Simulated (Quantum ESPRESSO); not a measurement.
**BN: zone-centre phonons and dielectric response under several settings**

```
CELL_PARAMETERS angstrom
2.55394 0.00000 0.00000
-1.27697 2.21178 0.00000
0.00000 0.00000 4.22685
ATOMIC_POSITIONS crystal
N 0.33333 0.66667 0.12528
N 0.66667 0.33333 0.62528
B 0.33333 0.66667 0.49972
B 0.66667 0.33333 0.99972
```

Measurements of this composition are mostly on another form, of space group No. 194.

All runs used Quantum ESPRESSO 7.5; k mesh 8 × 8 × 4, shifted; relaxed cell; no spin polarisation; cutoff 1143 eV; occupations smeared at first, fixed for the response.

```tsv
level	potentials	volume (Å³/atom)	lowest optical mode without the field (cm⁻¹)	highest optical mode without the field (cm⁻¹)	highest mode with the field (cm⁻¹)	ε∞ (mean)	ε0 (mean)	Born charge of atom 1 (e)
LDA	PseudoDojo 0.4.1 SR LDA standard	?	?	?	?	?	?	?
PBE	PseudoDojo 0.4.1 SR PBE standard	5.96	474	1113	1251	4.57	6.8	-1.88
RPBE	PseudoDojo 0.4.1 SR PBE standard	5.99	476	1111	1246	4.55	6.8	-1.88
AM05	PseudoDojo 0.4.1 SR PBE standard	5.87	469	1118	1268	4.60	6.7	-1.86
vdW-DF-cx	PseudoDojo 0.4.1 SR PBE standard	5.92	469	1118	1263	4.58	6.8	-1.88
```

Question: What stands in the row left open?

Answer: Volume 5.76 Å³/atom; lowest optical mode without the field 478 cm⁻¹; highest optical mode without the field 1137 cm⁻¹; highest mode with the field 1285 cm⁻¹; ε∞ 4.53; ε0 6.6; Born charge of atom 1 -1.85 e.

Caveats: the potentials were made for another functional, which shifts forces and pressure (some runs).
